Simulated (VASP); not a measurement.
# PtSe2 (strained 1T (CdI2) bulk): one PBE single-point calculation in two programs

```
CELL_PARAMETERS angstrom
3.57950 0.00000 0.00000
-1.78975 3.09994 0.00000
0.00000 0.00000 5.81649
ATOMIC_POSITIONS crystal
Pt 0.00000 0.00000 0.00000
Se 0.33333 0.66667 0.23794
Se 0.66667 0.33333 0.76206
```

Datasets and cutoffs are each program's own. VASP's cell holds 22 valence electrons and Ansatz's 50. Ansatz's stress includes a Pulay correction; VASP's doesn't.

Cutoffs: 520 eV in VASP, 420 eV in Ansatz. k meshes: 12×12×6 and 12×12×6.

```
                                VASP     Ansatz
gap between bands v and c    0.43 eV    0.44 eV
         least direct gap    0.70 eV    0.71 eV
                 pressure    8.1 GPa    8.1 GPa
            largest force  0.20 eV/Å  0.20 eV/Å
```

Band v is the last that the valence electrons fill when counted band by band, and c is the next. Levels in eV from the top of v, Ansatz:

```csv
point,v−1,v,c,c+1
Γ,-0.28,-0.04,2.39,2.39
M,-2.35,-2.31,1.43,2.52
K,-1.26,-1.26,0.66,0.66
A,-0.44,-0.44,2.72,2.72
L,-2.03,-1.62,1.89,2.32
H,-1.78,-1.78,1.92,1.92
```

VASP:

```json
{"point": "Γ", "v−1": "-0.28", "v": "-0.04", "c": "2.38", "c+1": "2.38"}
{"point": "M", "v−1": "-2.35", "v": "-2.31", "c": "1.42", "c+1": "2.52"}
{"point": "K", "v−1": "-1.26", "v": "-1.26", "c": "0.65", "c+1": "0.65"}
{"point": "A", "v−1": "-0.44", "v": "-0.44", "c": "2.72", "c+1": "2.72"}
{"point": "L", "v−1": "-2.03", "v": "-1.62", "c": "1.89", "c+1": "2.30"}
{"point": "H", "v−1": "-1.78", "v": "-1.78", "c": "1.91", "c+1": "1.91"}
```

Forces (eV/Å), VASP:

| atom | Fx | Fy | Fz |
| --- | --- | --- | --- |
| Pt | 0.000 | 0.000 | 0.000 |
| Se | 0.000 | 0.000 | 0.200 |
| Se | 0.000 | 0.000 | -0.200 |

Ansatz:

```
atom     Fx     Fy      Fz
  Pt  0.000  0.000   0.000
  Se  0.000  0.000   0.197
  Se  0.000  0.000  -0.197
```
